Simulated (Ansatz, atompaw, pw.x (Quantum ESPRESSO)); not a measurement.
## Pb: one change to the PAW (atompaw) potential, in the atom and in the sc crystal

- Element: Pb (Z = 82)
- Generator: atompaw 4.2.0.5
- Type: PAW
- Functional: PBE
- Relativity: scalar-relativistic
- Frozen core: [Kr] 4d10 4f14
- Valence charge: 22
- Reference configuration: 5s2 5p6 5d10 6s2 6p2
- Partial waves: 5s (bound): rc 1.60 bohr; 6s (bound): rc 1.25 bohr; 5p (bound): rc 1.45 bohr; 6p (bound): rc 1.65 bohr; 5d (bound): rc 2.40 bohr; 5d channel at -1.1 Ry: rc 2.40 bohr
- Local potential: troulliermartins scheme with l = 3 at 0 Ry, radius 2.15 bohr
- Core correction: smooth core density matched at 2.15 bohr
- Augmentation charge: gaussian compensation charge, radius 2.25 bohr; PAW radius 2.40 bohr; waves and projectors: modrrkj vanderbiltortho

Change: augmentation gaussian compensation charge, radius 2.12 bohr; PAW radius 2.40 bohr; waves and projectors: modrrkj vanderbiltortho.

Cutoffs, loose and tight: the cutoffs (Ry, on a coarse ladder) from which the occupation-weighted sum of valence levels, in a spherical-Bessel basis at the reference potential, stays within 10 and 1 mRy of its value at 400 Ry. They see the waves and projectors alone, not the compensation charge or the core.

Crystal test: sc Pb in pw.x 7.5, no spin, 10³ k-points, Fermi–Dirac smearing 0.01 Ry, cutoffs set for each file from its atomic test. The reference is all-electron LAPW (Ansatz 0.2.0) with the same functional, mesh and smearing; V0 and B0 come from Birch–Murnaghan fits to the pressures at five volumes. Errors are pseudo minus all-electron; Δ is the rms difference of the E(V) curves that follow from these fits, minima aligned, over ±6 % about the mean V0. Mesh and smearing are coarse, so the numbers serve the comparison and aren't converged zero-temperature values; the lattice is a test structure that the element need not adopt.

All-electron: a0 = 3.254 Å (V0 = 34.44 Å³/atom), B0 = 34.9 GPa.

Does the change bring the crystal closer to the all-electron result?

The mean pressure error goes from -0.39 to -0.14 GPa, so the change moves the solid closer to the all-electron pressures. At 80 % of its cutoff the pressure of the changed file moves by -0.18 GPa.

```tsv
quantity	base	changed
outcome (atom)	generated	generated
cutoff, loose (atom)	50 Ry	50 Ry
cutoff, tight (atom)	90 Ry	90 Ry
bound ghosts (atom)	none	none
cutoffs in pw.x (Ry)	110/900	110/900
a0 (Å)	3.242	3.249
a0 error (%)	-0.36	-0.14
B0 error (%)	+1.9	+0.5
Δ (meV/atom)	2.9	1.1
mean pressure error (GPa)	-0.39	-0.14
```
